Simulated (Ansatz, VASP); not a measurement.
# BN in VASP and in Ansatz

Contents of POSCAR:

```
BN
1.0
    2.5005826953      0.0000000000      0.0000000000
   -1.2502913476      2.2935532154      0.0000000000
    0.0000000000      0.0000000000      6.5236379111
B N
2 2
Direct
    0.3242254438      0.6484508875      0.2500000000
    0.6757745562      0.3515491125      0.7500000000
    0.3442508801      0.6885017602      0.7500000000
    0.6557491199      0.3114982398      0.2500000000
```

Contents of INCAR.step1:

```
SYSTEM = BN
  ALGO = Normal
  EDIFF = 1E-4
  ENCUT = 520
  GGA = PE
  ISMEAR = 0
  LASPH = .True.
  LCHARG = .False.
  LREAL = .False.
  LWAVE = .True.
  NBANDS = 16
  NELM = 100
  PREC = Accurate
  SIGMA = 0.01
```

File INCAR.step2:

```
SYSTEM = BN
  ALGO = Normal
  EDIFF = 1E-7
  ENCUT = 520
  ISIF = 2
  ISMEAR = 0
  ISTART = 1
  LASPH = .True.
  LCHARG = .False.
  LMIXTAU = .True.
  LREAL = .False.
  LWAVE = .False.
  METAGGA = R2SCAN
  NBANDS = 16
  NELM = 100
  PREC = Accurate
  SIGMA = 0.01
```

KPOINTS

```
k-points
0
Gamma
  12 12 4
  0 0 0
```

Input for Ansatz:

```yaml
crystal:
  lattice:
    - [2.5005826953, 0.0, 0.0]
    - [-1.2502913476, 2.2935532154, 0.0]
    - [0.0, 0.0, 6.5236379111]
  atoms:
    - { symbol: B, position: [0.3242254438, 0.6484508875, 0.25] }
    - { symbol: B, position: [0.6757745562, 0.3515491125, 0.75] }
    - { symbol: "N", position: [0.3442508801, 0.6885017602, 0.75] }
    - { symbol: "N", position: [0.6557491199, 0.3114982398, 0.25] }
kpoints:
  mp_grid: { grid: [12, 12, 4] }
  band_path:
    path:
      - [0.0, 0.0, 0.0]
      - [0.5, 0.0, 0.0]
      - [0.3333333333, 0.3333333333, 0.0]
      - [0.0, 0.0, 0.5]
      - [0.5, 0.0, 0.5]
      - [0.3333333333, 0.3333333333, 0.5]
      - [0.421875, 0.289063, 0.0]
      - [0.0, 0.5, 0.0]
    npoints: 1
hamiltonian:
  xc: r2scan
scf:
  occupations: { method: fixed }
  n_extra_bands: 5
output:
  forces: true
  stress: true
  eigenvalues: true
```

Change from the starting cell: uniaxial_y strain +5.9%.

Alike in both runs: task single point; functional r2SCAN; k mesh 12 × 12 × 4; no spin polarisation.

|  | VASP | Ansatz |
| --- | --- | --- |
| version | VASP 6.6.1 | Ansatz 0.2.0 |
| potentials or method | VASP PAW PBE potentials, release 64 (B, N) | plane waves, PAW |
| plane-wave cutoff (eV) | 520 | 500 |
| occupations | gaussian, width 0.01 eV | fixed |
| valence electrons in the cell | 16 | 16 |

Ansatz gave:

```
gap on the k mesh at the Fermi level (eV)       : 4.44
pressure (GPa)                                  : -18.1
largest component of the traceless stress (GPa) : 29.00
rms of the force components (eV/Å)              : 0.006
```

Question: Estimate VASP's values.

Answer: gap on the k mesh at the Fermi level (eV): 4.47; pressure (GPa): -17.8; largest component of the traceless stress (GPa): 28.72; rms of the force components (eV/Å): 0.002.

Atom by atom the forces differ by 0.003 eV/Å (rms over components).

Caveats: so large a pressure means that the cell lies far from this level's equilibrium, or that cutoff or potentials fall short (VASP); the potentials were made for another functional, which shifts forces and pressure (VASP). A k mesh can miss the band edges.
